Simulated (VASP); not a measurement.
Write the native input for VASP 6.6.1 that does the following.

* Task: band structure
* Functional: RPBE
* Potentials or basis: VASP PAW PBE potentials, release 64 (Al, O)
* Cutoff: 520 eV
* k mesh: 7 × 7 × 3
* Occupations: fermi-dirac, width 0.05 eV
* Spin: no spin polarisation
* Further INCAR settings: ALGO = Normal; EDIFF = 1e-06

Al2O3:

```
CELL_PARAMETERS angstrom
3.01748 0.00000 0.00000
-1.50874 2.61322 0.00000
0.00000 0.00000 7.57464
ATOMIC_POSITIONS crystal
Al 0.00000 0.00000 0.72205
Al 0.00000 0.00000 0.27795
O 0.00000 0.00000 0.50000
O 0.66667 0.33333 0.80055
O 0.33333 0.66667 0.19945
```

Measurements of this composition are mostly on another form, of space group No. 167.

These files were run (other wordings do the same):

POSCAR

```
Al2O3
1.0
    3.0174825440      0.0000000000      0.0000000000
   -1.5087412720      2.6132165386      0.0000000000
    0.0000000000      0.0000000000      7.5746360022
Al O
2 3
Direct
    0.0000000000      0.0000000000      0.7220490000
    0.0000000000      0.0000000000      0.2779510000
    0.0000000000      0.0000000000      0.5000000000
    0.6666666667      0.3333333333      0.8005460000
    0.3333333333      0.6666666667      0.1994540000
```

INCAR.step1

```
SYSTEM = Al2O3
PREC = Accurate ; ENCUT = 520
EDIFF = 1E-6 ; ISMEAR = -1
SIGMA = 0.05 ; LREAL = .False.
LASPH = .True. ; NELM = 100
ALGO = Normal ; ISIF = 2
LWAVE = .False. ; LCHARG = .True.
GGA = RP
```

KPOINTS.step1

```
regular mesh
0
Gamma
  7 7 3
  0 0 0
```

INCAR.step2

```
SYSTEM = Al2O3
PREC = Accurate ; ENCUT = 520
EDIFF = 1E-6 ; ISMEAR = 0
SIGMA = 0.05 ; LREAL = .False.
LASPH = .True. ; NELM = 100
ALGO = Normal ; ISIF = 2
LWAVE = .False. ; LCHARG = .False.
GGA = RP ; ICHARG = 11
```

KPOINTS.step2

```
path GMKGALHA,LM,KH
20
line-mode
reciprocal
 0.0000000000  0.0000000000  0.0000000000  G
 0.5000000000  0.0000000000  0.0000000000  M

 0.5000000000  0.0000000000  0.0000000000  M
 0.3333333333  0.3333333333  0.0000000000  K

 0.3333333333  0.3333333333  0.0000000000  K
 0.0000000000  0.0000000000  0.0000000000  G

 0.0000000000  0.0000000000  0.0000000000  G
 0.0000000000  0.0000000000  0.5000000000  A

 0.0000000000  0.0000000000  0.5000000000  A
 0.5000000000  0.0000000000  0.5000000000  L

 0.5000000000  0.0000000000  0.5000000000  L
 0.3333333333  0.3333333333  0.5000000000  H

 0.3333333333  0.3333333333  0.5000000000  H
 0.0000000000  0.0000000000  0.5000000000  A

 0.5000000000  0.0000000000  0.5000000000  L
 0.5000000000  0.0000000000  0.0000000000  M

 0.3333333333  0.3333333333  0.0000000000  K
 0.3333333333  0.3333333333  0.5000000000  H
```

Potentials or basis: VASP PAW PBE potentials, release 64 (Al, O).

The run is started by

```sh
$ cat potpaw_PBE.64/Al/POTCAR potpaw_PBE.64/O/POTCAR > POTCAR
$ cp INCAR.step1 INCAR
$ cp KPOINTS.step1 KPOINTS
$ mpirun -np 1 vasp_std > vasp.out
$ cp INCAR.step2 INCAR
$ cp KPOINTS.step2 KPOINTS
$ mpirun -np 1 vasp_std > vasp.out
```

It gave:

```
Band gap on the k mesh  : 2.42 eV, direct
Band gap along the path : 2.42 eV, direct
```

Caveat: the log is that of the step along the path at fixed density, whose energy, stress, charges and moments have no meaning.

Run time: 67 s on 1 thread of Intel(R) Xeon(R) Platinum 8488C (Sapphire Rapids) (shared host), peak memory 0.26 GiB.
